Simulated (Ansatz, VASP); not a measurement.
Y: VASP beside Ansatz

POSCAR

```
Y
1.0
    0.0000000000      2.6521918005      2.6521918005
    2.6521918005      0.0000000000      2.6521918005
    2.6521918005      2.6521918005      0.0000000000
Y
1
Direct
    0.0000000000      0.0000000000      0.0000000000
```

INCAR.step1

```
SYSTEM = Y
PREC = Accurate ; ENCUT = 520
ISMEAR = -1 ; SIGMA = 0.1
LREAL = .FALSE. ; LASPH = .TRUE.
NELM = 80 ; NBANDS = 12
GGA = PE ; ALGO = Normal
EDIFF = 1E-4 ; LWAVE = .TRUE.
LCHARG = .FALSE.
```

The input INCAR.step2:

```
SYSTEM = Y
PREC = Accurate ; ENCUT = 520
EDIFF = 1E-7 ; ISMEAR = -1
SIGMA = 0.1 ; LREAL = .FALSE.
LASPH = .TRUE. ; NELM = 80
ALGO = Normal ; ISIF = 2
LWAVE = .FALSE. ; LCHARG = .TRUE.
METAGGA = R2SCAN ; LMIXTAU = .TRUE.
LELF = .TRUE. ; LVHAR = .TRUE.
NBANDS = 12 ; ISTART = 1
```

Contents of KPOINTS:

```
Automatic mesh
0
G
  12 12 12
  0 0 0
```

Input for Ansatz:

```yaml
crystal:
  lattice:
    - [0.0, 2.6521918005, 2.6521918005]
    - [2.6521918005, 0.0, 2.6521918005]
    - [2.6521918005, 2.6521918005, 0.0]
  atoms:
    - { symbol: "Y", position: [0.0, 0.0, 0.0] }
hamiltonian:
  xc: r2scan
  pseudopotentials:
    kind: paw
    azcp:
      "Y": "pseudopotentials/Y.paw.azcp"
basis:
  ecutwfc: 500
  fft_grid_basis: typed
kpoints:
  mp_grid: { grid: [12, 12, 12], shift: [0, 0, 0] }
magnetization:
  spin_polarized: false
scf:
  occupations: { method: fermi_dirac, width: 0.1 }
  lower_state_search: "off"
output:
  stress: true
```

Alike in both runs: task single point; functional r2SCAN; k mesh 12 × 12 × 12; occupations fermi-dirac, width 0.1 eV; no spin polarisation.

|  | VASP | Ansatz |
| --- | --- | --- |
| version | VASP 6.6.1 | Ansatz 0.2.0 |
| potentials or method | VASP PAW PBE potentials, release 64 (Y_sv) | plane waves (500 eV) with PAW, scalar-relativistic |
| plane-wave cutoff (eV) | 520 | 500 |
| valence electrons in the cell | 11 | 11 |

```csv
,VASP,Ansatz,Ansatz less VASP
pressure (GPa),-3.4,-3.5,-0.04
```

Caveats: the PAW data sets were made with another functional, which shifts forces and pressure a little (VASP).
